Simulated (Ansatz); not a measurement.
# Cr: the cost of one run

Computed with Ansatz 0.2.0 through its Python package. The levels of theory stand in the script.

### Step 1. The structure

It takes space group Im-3m (No. 229, cubic). The conventional cell has a = 2.969 Å, b = 2.969 Å, c = 2.969 Å, α = 90.00°, β = 90.00°, γ = 90.00°. Cr (site symmetry m-3m) is surrounded by 8 Cr at 2.57 Å.

No structure file is read: the coordinates are typed or built in the script.

### Step 2. The script

run_paw_lapw.py

```python
# -*- coding: utf-8 -*-
'''Checking the PAW result for Cr with LAPW.'''

import ansatz as az
import numpy as np


def count_gap(report):
    # lowest empty less highest filled band, counting bands; zero where they overlap
    return max(report.get('gap_by_band_count_ev') or 0.0, 0.0)


def main():
    vectors = np.array([
        [2.968899, 0.0, 0.0],
        [0.0, 2.968899, 0.0],
        [0.0, 0.0, 2.968899],
    ])
    crystal = (
        az.Lattice.of(vectors)
        .atom('Cr', (0.0, 0.0, 0.0))
        .atom('Cr', (0.5, 0.5, 0.5))
        .moments(Cr=3.9)
    )

    calculation = crystal.calculation()
    calculation = calculation.functional(az.Functional.PBE).kpoints(9)
    calculation = calculation.occupations('fermi_dirac', width=150 * az.meV).spin('collinear')
    calculation = calculation.stress().forces()
    calculation = calculation.band_table()
    variants = {
        'PAW': calculation.pseudopotentials('paw'),
        'LAPW': calculation.pseudopotentials('all_electron', lapw=True),
    }
    # totals differ by the cores that each treatment holds, so compare what does not depend on them
    rows = []
    for label, variant in variants.items():
        rep = variant.run(threads=1, backend='cpu').report
        levels = np.array(rep['eigenvalues_ev'][0]) - rep['fermi_energy_ev']
        print(label, 'levels at the first k-point near E_F:', np.round(levels[np.abs(levels) < 5], 3))
        rows.append((label, rep['n_electrons'], np.trace(rep['stress_gpa']) / 3, count_gap(rep), rep['magnetization_mub']))
    print('     treatment  electrons in bands           P GPa  gap by band count eV      moment muB')
    for row in rows:
        print(f'{str(row[0]):>14s}  {row[1]:18.1f}  {row[2]:14.3f}  {row[3]:20.3f}  {row[4]:14.3f}')


if __name__ == '__main__':
    main()
```

### Step 3. The calls as engine input

The engine receives this input (first run):

```yaml
crystal:
  lattice:
    - [2.968899, 0.0, 0.0]
    - [0.0, 2.968899, 0.0]
    - [0.0, 0.0, 2.968899]
  atoms:
    - { symbol: Cr, position: [0.0, 0.0, 0.0] }
    - { symbol: Cr, position: [0.5, 0.5, 0.5] }
kpoints:
  mp_grid:
    grid: [9, 9, 9]
hamiltonian:
  xc: pbe
  pseudopotentials:
    kind: paw
magnetization:
  spin_polarized: true
  per_species:
    Cr: 3.9
scf:
  occupations:
    method: fermi_dirac
    width: 0.15
output:
  forces: true
  stress: true
  eigenvalues: true
```

### Step 4. Running it

Launch:

```
$ python run_paw_lapw.py
```

Q: Estimate wall time and peak memory on 1 thread of Arm Neoverse V1, shared host.

About 2.3 min, with a peak of 0.63 GiB.
